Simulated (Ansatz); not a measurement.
Geometry optimisation in Ansatz: input, command and trajectory.

```yaml
crystal:
  lattice:
    - [3.9656973823, 0.0, 0.0]
    - [-1.9828486912, 3.4343946768, 0.0]
    - [0.0, 0.0, 4.8153156965]
  atoms:
    - { symbol: Li, position: [0.0, 0.3805134976, 0.0003923358] }
    - { symbol: Li, position: [0.6194865024, 0.6194865024, 0.0003923358] }
    - { symbol: Li, position: [0.3805134976, 0.0, 0.0003923358] }
    - { symbol: F, position: [0.3333333333, 0.3333333333, 0.5] }
    - { symbol: F, position: [0.0, 0.6666666667, 0.5] }
    - { symbol: F, position: [0.6666666667, 0.0, 0.5] }
basis:
  ecutwfc: 420
kpoints:
  mp_grid: { grid: [6, 6, 4] }
hamiltonian:
  xc: pbe
scf:
  occupations: { method: gaussian, width: 0.1 }
  lower_state_search: "off"
output:
  forces: true
  stress: true
  eigenvalues: true
relax:
  adjacent_minimum: "off"
  f_tol: 0.04
  max_steps: 70
  cell: { stress_tol: 0.4 }
```

```bash
ansatz run input.yaml --threads 1 --pin off --max-ram 2560MiB --backend cpu --events-out ev --progress --plain --runs-dir out
```

These are results of DFT PBE, scalar-relativistic, plane waves, PAW in Ansatz 0.2.0, not measurements.

Of 20 frames 10 are shown, positions in Å and forces in eV/Å; the SCF threshold varies from step to step. Steps run on the plane waves of an earlier cell, with a Pulay correction in the pressure. The basis is chosen afresh for the last frame, the zero of the energies, and at times for earlier ones too; energy and pressure step there, also at an unchanged geometry. Here that happened at steps 14 (-57 meV/atom, 8.0 GPa), 17 (-6 meV/atom, 1.3 GPa); the frames before carry an error of that size. The mark taken_back stands on steps that the optimiser undid.

```xyz
6
Lattice="3.9657 0.0000 0.0000 -1.9828 3.4344 0.0000 0.0000 0.0000 4.8153" Properties=species:S:1:pos:R:3:forces:R:3 pbc="T T T" step=1 free_energy_over_end_meV_per_atom=2785.87 pressure_GPa=12.15
Li   -0.7545    1.3068    0.0019    0.5238   -0.9073    0.0085
Li    1.2283    2.1276    0.0019    0.5238    0.9073    0.0085
Li    1.5090    0.0000    0.0019   -1.0476    0.0000    0.0085
F     0.6610    1.1448    2.4077    0.0183    0.0317   -0.0085
F    -1.3219    2.2896    2.4077    0.0183   -0.0317   -0.0085
F     2.6438    0.0000    2.4077   -0.0366    0.0000   -0.0085
6
Lattice="4.1995 0.0000 0.0000 -2.0998 3.6369 0.0000 0.0000 0.0000 4.3491" Properties=species:S:1:pos:R:3:forces:R:3 pbc="T T T" step=3 free_energy_over_end_meV_per_atom=2004.56 pressure_GPa=1.70
Li   -0.7771    1.3460    0.0022    0.3767   -0.6524    0.0125
Li    1.3226    2.2909    0.0022    0.3767    0.6524    0.0125
Li    1.5543    0.0000    0.0022   -0.7533    0.0000    0.0125
F     0.7009    1.2139    2.1741    0.0400    0.0694   -0.0125
F    -1.3989    2.4230    2.1741    0.0400   -0.0694   -0.0125
F     2.7978    0.0000    2.1741   -0.0801    0.0000   -0.0125
6
Lattice="4.3597 0.0000 0.0000 -2.1799 3.7757 0.0000 0.0000 0.0000 3.8796" Properties=species:S:1:pos:R:3:forces:R:3 pbc="T T T" step=5 free_energy_over_end_meV_per_atom=1252.38 pressure_GPa=-5.14
Li   -0.7885    1.3657    0.0023    0.2603   -0.4508    0.0129
Li    1.3914    2.4099    0.0023    0.2603    0.4508    0.0129
Li    1.5770    0.0000    0.0023   -0.5206    0.0000    0.0129
F     0.7292    1.2630    1.9390    0.0425    0.0735   -0.0129
F    -1.4507    2.5126    1.9390    0.0425   -0.0735   -0.0129
F     2.9014    0.0000    1.9390   -0.0849    0.0000   -0.0129
6
Lattice="4.4438 0.0000 0.0000 -2.2219 3.8484 0.0000 0.0000 0.0000 3.4101" Properties=species:S:1:pos:R:3:forces:R:3 pbc="T T T" step=7 free_energy_over_end_meV_per_atom=658.22 pressure_GPa=-6.73
Li   -0.7902    1.3687    0.0023    0.1998   -0.3460    0.0090
Li    1.4317    2.4798    0.0023    0.1998    0.3460    0.0090
Li    1.5804    0.0000    0.0023   -0.3996    0.0000    0.0090
F     0.7453    1.2909    1.7041    0.0249    0.0432   -0.0090
F    -1.4766    2.5575    1.7041    0.0249   -0.0432   -0.0090
F     2.9532    0.0000    1.7041   -0.0499    0.0000   -0.0090
6
Lattice="4.5046 0.0000 0.0000 -2.2523 3.9011 0.0000 0.0000 0.0000 2.9366" Properties=species:S:1:pos:R:3:forces:R:3 pbc="T T T" step=9 free_energy_over_end_meV_per_atom=232.24 pressure_GPa=-3.82
Li   -0.7862    1.3617    0.0021    0.1574   -0.2727    0.0011
Li    1.4661    2.5394    0.0021    0.1574    0.2727    0.0011
Li    1.5723    0.0000    0.0021   -0.3148    0.0000    0.0011
F     0.7562    1.3097    1.4674   -0.0104   -0.0180   -0.0011
F    -1.4961    2.5914    1.4674   -0.0104    0.0180   -0.0011
F     2.9922    0.0000    1.4674    0.0208    0.0000   -0.0011
6
Lattice="4.5832 0.0000 0.0000 -2.2916 3.9691 0.0000 0.0000 0.0000 2.5444" Properties=species:S:1:pos:R:3:forces:R:3 pbc="T T T" step=12 free_energy_over_end_meV_per_atom=87.34 pressure_GPa=2.77 taken_back
Li   -0.7637    1.3229    0.0003   -0.0008    0.0013    0.0007
Li    1.5278    2.6463    0.0003   -0.0008   -0.0013    0.0007
Li    1.5275    0.0000    0.0003    0.0015    0.0000    0.0007
F     0.7642    1.3236    1.2729   -0.0031   -0.0053   -0.0007
F    -1.5274    2.6455    1.2729   -0.0031    0.0053   -0.0007
F     3.0548    0.0000    1.2729    0.0061    0.0000   -0.0007
6
Lattice="4.6103 0.0000 0.0000 -2.3052 3.9927 0.0000 0.0000 0.0000 2.5656" Properties=species:S:1:pos:R:3:forces:R:3 pbc="T T T" step=14 free_energy_over_end_meV_per_atom=30.00 pressure_GPa=8.02
Li   -0.7684    1.3309    0.0005    0.0000   -0.0001    0.0001
Li    1.5368    2.6618    0.0005    0.0000    0.0001    0.0001
Li    1.5368    0.0000    0.0005   -0.0001    0.0000    0.0001
F     0.7684    1.3309    1.2833    0.0000    0.0001   -0.0001
F    -1.5368    2.6618    1.2833    0.0000   -0.0001   -0.0001
F     3.0736    0.0000    1.2833   -0.0001    0.0000   -0.0001
6
Lattice="4.8106 0.0000 0.0000 -2.4053 4.1661 0.0000 0.0000 0.0000 2.5627" Properties=species:S:1:pos:R:3:forces:R:3 pbc="T T T" step=16 free_energy_over_end_meV_per_atom=7.10 pressure_GPa=0.26
Li   -0.8016    1.3885    0.0002   -0.0005    0.0008    0.0005
Li    1.6036    2.7776    0.0002   -0.0005   -0.0008    0.0005
Li    1.6033    0.0000    0.0002    0.0009    0.0000    0.0005
F     0.8017    1.3887    1.2821    0.0000    0.0000   -0.0005
F    -1.6036    2.7774    1.2821    0.0000    0.0000   -0.0005
F     3.2071    0.0000    1.2821    0.0000    0.0000   -0.0005
6
Lattice="4.8458 0.0000 0.0000 -2.4229 4.1966 0.0000 0.0000 0.0000 2.5695" Properties=species:S:1:pos:R:3:forces:R:3 pbc="T T T" step=18 free_energy_over_end_meV_per_atom=0.80 pressure_GPa=0.35
Li   -0.8082    1.3998    0.0002    0.0021   -0.0036    0.0005
Li    1.6147    2.7968    0.0002    0.0021    0.0036    0.0005
Li    1.6163    0.0000    0.0002   -0.0041    0.0000    0.0005
F     0.8077    1.3989    1.2856    0.0006    0.0011   -0.0005
F    -1.6152    2.7977    1.2856    0.0006   -0.0011   -0.0005
F     3.2305    0.0000    1.2856   -0.0013    0.0000   -0.0005
6
Lattice="4.8575 0.0000 0.0000 -2.4288 4.2067 0.0000 0.0000 0.0000 2.5719" Properties=species:S:1:pos:R:3:forces:R:3 pbc="T T T" step=20 free_energy_over_end_meV_per_atom=0.00 pressure_GPa=0.03
Li   -0.8096    1.4022    0.0003   -0.0001    0.0002    0.0002
Li    1.6192    2.8045    0.0003   -0.0001   -0.0002    0.0002
Li    1.6191    0.0000    0.0003    0.0002    0.0000    0.0002
F     0.8096    1.4023    1.2866   -0.0003   -0.0005   -0.0002
F    -1.6191    2.8044    1.2866   -0.0003    0.0005   -0.0002
F     3.2383    0.0000    1.2866    0.0005    0.0000   -0.0002
```

The start is a random arrangement. At the end the space group is P-6m2 (tolerance 0.05 Å).

The run took 86 s on 1 thread of Intel(R) Xeon(R) Platinum 8259CL CPU @ 2.50GHz (Skylake/Cascade Lake), with other jobs on the host, peak memory 0.4 GiB.

The k mesh is coarse.